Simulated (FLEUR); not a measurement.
# WC (Fm-3m) in FLEUR: a series of runs

Runs on WC. Level: SCAN. Tasks: band structure, equation of state.

All numbers are computed with FLEUR MaX-R8.1 (later development tree); they aren't measurements. Logs are shortened: lines on timing, memory, paths and dates and some standing lists are left out, and cuts for length are marked.

## 1. Starting point

Symmetry: Fm-3m, No. 225, cubic system. The conventional cell has a = 4.385 Å, b = 4.385 Å, c = 4.385 Å, α = 90.00°, β = 90.00°, γ = 90.00°. W (site symmetry m-3m) is surrounded by 6 C at 2.19 Å. C (site symmetry m-3m) is surrounded by 6 W at 2.19 Å.

Measurements of this composition are mostly on another form, of space group No. 187.

## 2. Band structure, SCAN

inp.xml reads:

```xml
<?xml version="1.0" encoding="UTF-8" standalone="no"?>
<fleurInput fleurInputVersion="0.39">
   <comment>
      WC                                                                                                  
   </comment>
   <calculationSetup>
      <cutoffs Kmax="4.9" Gmax="15.2" GmaxXC="15.2" numbands="0"/>
      <scfLoop itmax="80" minDistance="0.0001" maxIterBroyd="30" imix="Anderson" alpha="0.05" precondParam="0.0" spinf="2.0" sdNocoIR="T"/>
      <coreElectrons ctail="F" frcor="F" kcrel="0" coretail_lmax="0"/>
      <xcFunctional name="LibXC" relativisticCorrections="F">
         <LibXCName exchange="mgga_x_scan" correlation="mgga_c_scan"/>
         <AuxGGA exchange="117" correlation="130"/>
      </xcFunctional>
      <magnetism jspins="1"/>
      <soc l_soc="F" theta="0.0" phi="0.0" spav="F"/>
      <expertModes spex="0" secvar="F"/>
      <geometryOptimization l_f="F" forcealpha="1.0" forcemix="BFGS" epsdisp="0.00001" epsforce="0.00001"/>
      <ldaU l_linMix="F" mixParam="0.05" spinf="1.0"/>
   </calculationSetup>
   <cell>
      <bzIntegration valenceElectrons="32.0" mode="hist" fermiSmearingEnergy="0.00183747">
         <kPointListSelection listName="default-1"/>
         <!-- k-points included here -->
         <xi:include xmlns:xi="http://www.w3.org/2001/XInclude" href="kpts.xml"> </xi:include>
      </bzIntegration>
[... 32 lines left out ...]
            <stateOccupation state="(2p1/2)" spinUp="0.333333" spinDown="0.333333"/>
            <stateOccupation state="(2p3/2)" spinUp="0.666667" spinDown="0.666667"/>
         </electronConfig>
         <energyParameters s="2" p="2" d="3" f="4"/>
         <lo type="SCLO" l="0" n="2" eDeriv="2"/>
         <lo type="SCLO" l="1" n="2" eDeriv="2"/>
         <lo type="SCLO" l="2" n="3" eDeriv="2"/>
      </species>
   </atomSpecies>
   <atomGroups>
      <atomGroup species="Tungsten (W)">
         <relPos label="                   1">.0000000000 .0000000000 .0000000000</relPos>
         <force calculate="T" relaxXYZ="TTT"/>
      </atomGroup>
      <atomGroup species="Carbon (C)">
         <relPos label="                   2">1.000/2.000 1.000/2.000 1.000/2.000</relPos>
         <force calculate="T" relaxXYZ="TTT"/>
      </atomGroup>
   </atomGroups>
   <output dos="F" band="F" slice="F">
      <checks vchk="F" cdinf="F"/>
      <bandDOS minEnergy="-.5*Htr" maxEnergy="0.5*Htr" sigma="0.015" storeEVData="T"/>
      <vacuumDOS vacdos="F" integ="F" star="F" nstars="0" locx1="0.0" locy1="0.0" locx2="0.0" locy2="0.0" nstm="0" tworkf="0.0"/>
      <unfoldingBand unfoldBand="F" supercellX="1" supercellY="1" supercellZ="1"/>
      <plotting iplot="0" polar="F">
         <plot TwoD="T" vec1="  1.0  0.0  0.0" vec2="  0.0  1.0  0.0" vec3="  0.0  0.0  1.0" zero="  0.0  0.0  0.0" file="plot"/>
      </plotting>
      <chargeDensitySlicing numkpt="0" minEigenval="0.0" maxEigenval="0.0" nnne="0" pallst="F"/>
      <specialOutput eonly="F"/>
      <moessbauerParams electricFieldGradient="T" isomerShift="T" coreHyperfine="T" valenceHyperfine="T"/>
      <magneticCircularDichroism mcd="F" energyLo="-10.0" energyUp="0.0"/>
   </output>
  <!-- We include the file relax.xml here to enable relaxations (see documentation) -->
  <xi:include xmlns:xi="http://www.w3.org/2001/XInclude" href="relax.xml"> <xi:fallback/> </xi:include>
</fleurInput>
```

crystal.txt reads:

```
WC
&input cartesian=F /
0.0000000000  2.1926840000  2.1926840000
2.1926840000  0.0000000000  2.1926840000
2.1926840000  2.1926840000  0.0000000000
1.8897261246
1.0 1.0 1.0

2
74 0.0000000000  0.0000000000  0.0000000000
6 0.5000000000  0.5000000000  0.5000000000

&kpt div1=10 div2=10 div3=10 gamma=T /
```

inp.xml (bands) reads:

```
<?xml version="1.0" encoding="UTF-8" standalone="no"?>
<fleurInput fleurInputVersion="0.39">
   <comment>
      WC                                                                                                  
   </comment>
   <calculationSetup>
      <cutoffs Kmax="4.9" Gmax="15.2" GmaxXC="15.2" numbands="0"/>
      <scfLoop itmax="80" minDistance="0.0001" maxIterBroyd="30" imix="Anderson" alpha="0.05" precondParam="0.0" spinf="2.0" sdNocoIR="T"/>
      <coreElectrons ctail="F" frcor="F" kcrel="0" coretail_lmax="0"/>
      <xcFunctional name="LibXC" relativisticCorrections="F">
         <LibXCName exchange="mgga_x_scan" correlation="mgga_c_scan"/>
         <AuxGGA exchange="117" correlation="130"/>
      </xcFunctional>
      <magnetism jspins="1"/>
      <soc l_soc="F" theta="0.0" phi="0.0" spav="F"/>
      <expertModes spex="0" secvar="F"/>
      <geometryOptimization l_f="F" forcealpha="1.0" forcemix="BFGS" epsdisp="0.00001" epsforce="0.00001"/>
      <ldaU l_linMix="F" mixParam="0.05" spinf="1.0"/>
   </calculationSetup>
   <cell>
      <bzIntegration valenceElectrons="32.0" mode="hist" fermiSmearingEnergy="0.00183747">
         <kPointListSelection listName="path-1"/>
         <!-- k-points included here -->
         <xi:include xmlns:xi="http://www.w3.org/2001/XInclude" href="kpts.xml"> </xi:include>
      </bzIntegration>
      <!-- symmetry operations included here -->
[... 32 lines left out ...]
            <stateOccupation state="(2p3/2)" spinUp="0.666667" spinDown="0.666667"/>
         </electronConfig>
         <energyParameters s="2" p="2" d="3" f="4"/>
         <lo type="SCLO" l="0" n="2" eDeriv="2"/>
         <lo type="SCLO" l="1" n="2" eDeriv="2"/>
         <lo type="SCLO" l="2" n="3" eDeriv="2"/>
      </species>
   </atomSpecies>
   <atomGroups>
      <atomGroup species="Tungsten (W)">
         <relPos label="                   1">.0000000000 .0000000000 .0000000000</relPos>
         <force calculate="T" relaxXYZ="TTT"/>
      </atomGroup>
      <atomGroup species="Carbon (C)">
         <relPos label="                   2">1.000/2.000 1.000/2.000 1.000/2.000</relPos>
         <force calculate="T" relaxXYZ="TTT"/>
      </atomGroup>
   </atomGroups>
   <output dos="F" band="T" slice="F">
      <checks vchk="F" cdinf="F"/>
      <bandDOS minEnergy="-.5*Htr" maxEnergy="0.5*Htr" sigma="0.015" storeEVData="T"/>
      <vacuumDOS vacdos="F" integ="F" star="F" nstars="0" locx1="0.0" locy1="0.0" locx2="0.0" locy2="0.0" nstm="0" tworkf="0.0"/>
      <unfoldingBand unfoldBand="F" supercellX="1" supercellY="1" supercellZ="1"/>
      <plotting iplot="0" polar="F">
         <plot TwoD="T" vec1="  1.0  0.0  0.0" vec2="  0.0  1.0  0.0" vec3="  0.0  0.0  1.0" zero="  0.0  0.0  0.0" file="plot"/>
      </plotting>
      <chargeDensitySlicing numkpt="0" minEigenval="0.0" maxEigenval="0.0" nnne="0" pallst="F"/>
      <specialOutput eonly="F"/>
      <moessbauerParams electricFieldGradient="T" isomerShift="T" coreHyperfine="T" valenceHyperfine="T"/>
      <magneticCircularDichroism mcd="F" energyLo="-10.0" energyUp="0.0"/>
   </output>
  <!-- We include the file relax.xml here to enable relaxations (see documentation) -->
  <xi:include xmlns:xi="http://www.w3.org/2001/XInclude" href="relax.xml"> <xi:fallback/> </xi:include>
</fleurInput>
```

Potentials or basis: all-electron, FLAPW.

Command:

```sh
> inpgen -f crystal.txt -profile fastHighL
> # inp.xml edited to the form shown
> fleur_MPI
> fleur_MPI   # second run, on inp.xml (bands)
```

The log of the run:

```text
Welcome to FLEUR        (www.flapw.de)
      MaX-Release 8.1          (www.max-centre.eu)
 func_ids         267         263         267         263
 MetaGGA potential functional detected - V_tau will be computed
 Auxiliary Potential for radial basis: exchange=         117  correlation=         130
The functional 'SCAN exchange of Sun, Ruzsinszky, and Perdew' is an exchange functional, it belongs to the 'MGGA' family and is defined in the reference(s):
[1] J. Sun, A. Ruzsinszky, and J. P. Perdew.,  Phys. Rev. Lett. 115, 036402 (2015)
The functional 'SCAN correlation of Sun, Ruzsinszky, and Perdew' is a correlation functional, it belongs to the 'MGGA' family and is defined in the reference(s):
[1] J. Sun, A. Ruzsinszky, and J. P. Perdew.,  Phys. Rev. Lett. 115, 036402 (2015)
 Using same functional for VXC and EXC

 ========== k-point set info ==========
 Selected k-point list: default-1
 k-point list type: mesh
 10 x 10 x 10
 Number of k points: 47

 ------------Calculation Setup---------------------------
 Number of MPI-tasks      :            1
 Number of PE/node        :            1
 Number of OMP-threads    :            1
 Most efficient MPI parallelization for:
           1          47
 Additional eigenvalue parallelization possible
 Number of basis functions:          351
 Approximate size of matrices (H+S) per k-point:         0.002 GB
 --------------------------------------------------------
The functional 'Hammer, Hansen, and Norskov' is an exchange functional, it belongs to the 'GGA' family and is defined in the reference(s):
[1] B. Hammer, L. B. Hansen, and J. K. Nørskov.,  Phys. Rev. B 59, 7413 (1999)
The functional 'Perdew, Burke & Ernzerhof' is a correlation functional, it belongs to the 'GGA' family and is defined in the reference(s):
[1] J. P. Perdew, K. Burke, and M. Ernzerhof.,  Phys. Rev. Lett. 77, 3865 (1996)
[2] J. P. Perdew, K. Burke, and M. Ernzerhof.,  Phys. Rev. Lett. 78, 1396 (1997)
 Using same functional for VXC and EXC
 Using auxiliary GGA potential for the first iteration of MetaGGA calculation.
Nuclear radius smaller than smallest radial mesh point for atom type 2 -- skipping its core isomer shift
Nuclear radius smaller than smallest radial mesh point for atom type 2 -- skipping its isomer shift
 Reset of history
 Reset of history
 Iteration:     1   Distance:      56.47745993 me/bohr^3
The functional 'Hammer, Hansen, and Norskov' is an exchange functional, it belongs to the 'GGA' family and is defined in the reference(s):
[1] B. Hammer, L. B. Hansen, and J. K. Nørskov.,  Phys. Rev. B 59, 7413 (1999)
The functional 'Perdew, Burke & Ernzerhof' is a correlation functional, it belongs to the 'GGA' family and is defined in the reference(s):
[1] J. P. Perdew, K. Burke, and M. Ernzerhof.,  Phys. Rev. Lett. 77, 3865 (1996)
[2] J. P. Perdew, K. Burke, and M. Ernzerhof.,  Phys. Rev. Lett. 78, 1396 (1997)
 Using same functional for VXC and EXC
Nuclear radius smaller than smallest radial mesh point for atom type 2 -- skipping its core isomer shift
Nuclear radius smaller than smallest radial mesh point for atom type 2 -- skipping its isomer shift
 Iteration:     2   Distance:      51.38698877 me/bohr^3
The functional 'Hammer, Hansen, and Norskov' is an exchange functional, it belongs to the 'GGA' family and is defined in the reference(s):
[1] B. Hammer, L. B. Hansen, and J. K. Nørskov.,  Phys. Rev. B 59, 7413 (1999)
The functional 'Perdew, Burke & Ernzerhof' is a correlation functional, it belongs to the 'GGA' family and is defined in the reference(s):
[1] J. P. Perdew, K. Burke, and M. Ernzerhof.,  Phys. Rev. Lett. 77, 3865 (1996)
[2] J. P. Perdew, K. Burke, and M. Ernzerhof.,  Phys. Rev. Lett. 78, 1396 (1997)
 Using same functional for VXC and EXC
Nuclear radius smaller than smallest radial mesh point for atom type 2 -- skipping its core isomer shift
Nuclear radius smaller than smallest radial mesh point for atom type 2 -- skipping its isomer shift
 Iteration:     3   Distance:      48.17012663 me/bohr^3
The functional 'Hammer, Hansen, and Norskov' is an exchange functional, it belongs to the 'GGA' family and is defined in the reference(s):
[1] B. Hammer, L. B. Hansen, and J. K. Nørskov.,  Phys. Rev. B 59, 7413 (1999)
The functional 'Perdew, Burke & Ernzerhof' is a correlation functional, it belongs to the 'GGA' family and is defined in the reference(s):
[1] J. P. Perdew, K. Burke, and M. Ernzerhof.,  Phys. Rev. Lett. 77, 3865 (1996)
[2] J. P. Perdew, K. Burke, and M. Ernzerhof.,  Phys. Rev. Lett. 78, 1396 (1997)
 Using same functional for VXC and EXC
Nuclear radius smaller than smallest radial mesh point for atom type 2 -- skipping its core isomer shift
Nuclear radius smaller than smallest radial mesh point for atom type 2 -- skipping its isomer shift
 Iteration:     4   Distance:      24.73947127 me/bohr^3
The functional 'Hammer, Hansen, and Norskov' is an exchange functional, it belongs to the 'GGA' family and is defined in the reference(s):
[1] B. Hammer, L. B. Hansen, and J. K. Nørskov.,  Phys. Rev. B 59, 7413 (1999)
The functional 'Perdew, Burke & Ernzerhof' is a correlation functional, it belongs to the 'GGA' family and is defined in the reference(s):
[1] J. P. Perdew, K. Burke, and M. Ernzerhof.,  Phys. Rev. Lett. 77, 3865 (1996)
[2] J. P. Perdew, K. Burke, and M. Ernzerhof.,  Phys. Rev. Lett. 78, 1396 (1997)
 Using same functional for VXC and EXC
Nuclear radius smaller than smallest radial mesh point for atom type 2 -- skipping its core isomer shift
Nuclear radius smaller than smallest radial mesh point for atom type 2 -- skipping its isomer shift
 Iteration:     5   Distance:       9.44757746 me/bohr^3
The functional 'Hammer, Hansen, and Norskov' is an exchange functional, it belongs to the 'GGA' family and is defined in the reference(s):
[1] B. Hammer, L. B. Hansen, and J. K. Nørskov.,  Phys. Rev. B 59, 7413 (1999)
The functional 'Perdew, Burke & Ernzerhof' is a correlation functional, it belongs to the 'GGA' family and is defined in the reference(s):
[1] J. P. Perdew, K. Burke, and M. Ernzerhof.,  Phys. Rev. Lett. 77, 3865 (1996)
[2] J. P. Perdew, K. Burke, and M. Ernzerhof.,  Phys. Rev. Lett. 78, 1396 (1997)
[... 63 lines left out ...]
 Using same functional for VXC and EXC
Nuclear radius smaller than smallest radial mesh point for atom type 2 -- skipping its core isomer shift
Nuclear radius smaller than smallest radial mesh point for atom type 2 -- skipping its isomer shift
 Iteration:    13   Distance:       0.00084494 me/bohr^3
The functional 'Hammer, Hansen, and Norskov' is an exchange functional, it belongs to the 'GGA' family and is defined in the reference(s):
[1] B. Hammer, L. B. Hansen, and J. K. Nørskov.,  Phys. Rev. B 59, 7413 (1999)
The functional 'Perdew, Burke & Ernzerhof' is a correlation functional, it belongs to the 'GGA' family and is defined in the reference(s):
[1] J. P. Perdew, K. Burke, and M. Ernzerhof.,  Phys. Rev. Lett. 77, 3865 (1996)
[2] J. P. Perdew, K. Burke, and M. Ernzerhof.,  Phys. Rev. Lett. 78, 1396 (1997)
 Using same functional for VXC and EXC
Nuclear radius smaller than smallest radial mesh point for atom type 2 -- skipping its core isomer shift
Nuclear radius smaller than smallest radial mesh point for atom type 2 -- skipping its isomer shift
 Iteration:    14   Distance:       0.00081749 me/bohr^3
The functional 'Hammer, Hansen, and Norskov' is an exchange functional, it belongs to the 'GGA' family and is defined in the reference(s):
[1] B. Hammer, L. B. Hansen, and J. K. Nørskov.,  Phys. Rev. B 59, 7413 (1999)
The functional 'Perdew, Burke & Ernzerhof' is a correlation functional, it belongs to the 'GGA' family and is defined in the reference(s):
[1] J. P. Perdew, K. Burke, and M. Ernzerhof.,  Phys. Rev. Lett. 77, 3865 (1996)
[2] J. P. Perdew, K. Burke, and M. Ernzerhof.,  Phys. Rev. Lett. 78, 1396 (1997)
 Using same functional for VXC and EXC
Nuclear radius smaller than smallest radial mesh point for atom type 2 -- skipping its core isomer shift
Nuclear radius smaller than smallest radial mesh point for atom type 2 -- skipping its isomer shift
 Iteration:    15   Distance:       0.00013642 me/bohr^3
The functional 'Hammer, Hansen, and Norskov' is an exchange functional, it belongs to the 'GGA' family and is defined in the reference(s):
[1] B. Hammer, L. B. Hansen, and J. K. Nørskov.,  Phys. Rev. B 59, 7413 (1999)
The functional 'Perdew, Burke & Ernzerhof' is a correlation functional, it belongs to the 'GGA' family and is defined in the reference(s):
[1] J. P. Perdew, K. Burke, and M. Ernzerhof.,  Phys. Rev. Lett. 77, 3865 (1996)
[2] J. P. Perdew, K. Burke, and M. Ernzerhof.,  Phys. Rev. Lett. 78, 1396 (1997)
 Using same functional for VXC and EXC
Nuclear radius smaller than smallest radial mesh point for atom type 2 -- skipping its core isomer shift
Nuclear radius smaller than smallest radial mesh point for atom type 2 -- skipping its isomer shift
 Iteration:    16   Distance:       0.00005487 me/bohr^3

 ********************************************************************
 Run finished successfully
 Stop message:
   all done
 ********************************************************************
```

Run time: 50 s. Hardware: 1 thread of Arm Neoverse V1, shared host; peak memory 0.07 GiB.

What came out:

```yaml
Free_energy: -440925.4269 eV
Band_gap_along_the_path: none (metal or under the smearing width)
Valence_electrons_inside_the_program's_atomic_spheres: W 25.61; C 2.36 (radii W 2.37, C 1.47 bohr)
```

Levels at the corners of the path, in eV from the Fermi level:
```csv
point,band 12,band 13,band 14,band 15,band 16,band 17,band 18,band 19,band 20,band 21
Γ,-16.85,-2.93,-2.93,-2.93,-1.16,-1.16,-1.16,-1.06,-1.06,6.58
X,-14.55,-6.00,-5.91,-2.70,-2.70,0.85,2.31,2.31,5.50,7.34
W,-13.60,-6.70,-6.37,-6.37,0.46,0.46,2.32,3.48,4.98,12.29
K,-13.72,-7.34,-6.24,-5.16,-1.83,1.44,2.58,4.92,5.01,10.03
Γ,-16.85,-2.93,-2.93,-2.93,-1.16,-1.16,-1.16,-1.06,-1.06,6.58
L,-12.08,-10.33,-6.95,-6.95,1.04,1.04,2.38,5.15,9.17,9.17
U,-13.72,-7.34,-6.24,-5.16,-1.83,1.44,2.58,4.92,5.01,10.03
W,-13.60,-6.70,-6.37,-6.37,0.46,0.46,2.32,3.48,4.98,12.29
L,-12.08,-10.33,-6.95,-6.95,1.04,1.04,2.38,5.15,9.17,9.17
K,-13.72,-7.34,-6.24,-5.16,-1.83,1.44,2.58,4.92,5.01,10.03
U,-13.72,-7.34,-6.24,-5.16,-1.83,1.44,2.58,4.92,5.01,10.03
X,-14.55,-6.00,-5.91,-2.70,-2.70,0.85,2.31,2.31,5.50,7.34
```

Core levels (eV from the Fermi level):
```
atom                                                                                                                                                                                                           levels
 1 W  1s1/2 -69399.3, 2s1/2 -11967.0, 2p1/2 -11441.4, 2p3/2 -10088.6, 3s1/2 -2753.2, 3p1/2 -2519.6, 3p3/2 -2227.0, 4s1/2 -565.1, 3d3/2 -1834.7, 3d5/2 -1771.1, 4p1/2 -468.3, 4p3/2 -400.5, 4d3/2 -241.7, 4d5/2 -229.2
 2 C                                                                                                                                                                                                     1s1/2 -267.1
```

Caveat: the meta-GGA is that of a development version, with a GGA for the radial functions and cores and without core tails; spin-orbit coupling is left out, which moves the levels of the heavy elements.

[end of part 1 of 2]
